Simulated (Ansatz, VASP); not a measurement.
One calculation of Ca, two programs

```
Ca
1.0
    -2.24000    2.24000    2.24000
     2.24000   -2.24000    2.24000
     2.24000    2.24000   -2.24000
Ca
1
Direct
  0.00000 0.00000 0.00000
```

This isn't the form of Ca at room conditions, which is fcc.

Alike in both runs: task single point; functional LDA; k mesh 16 × 16 × 16; occupations gaussian, width 0.15 eV; no spin polarisation.

|  | VASP | Ansatz |
| --- | --- | --- |
| version | VASP 6.6.1 | Ansatz 0.2.0 |
| potentials or method | VASP PAW LDA potentials, release 64 (Ca_sv) | scalar-relativistic, plane waves, PAW |
| plane-wave cutoff (eV) | 520 | 420 |
| valence electrons in the cell | 10 | 10 |

```tsv
	VASP	Ansatz	Ansatz less VASP
gap on the k mesh at the Fermi level (eV)	none	none	-
pressure (GPa)	-2.5	-2.5	0.00
```

A gap of «none» marks a metal or a gap that the smearing closes.
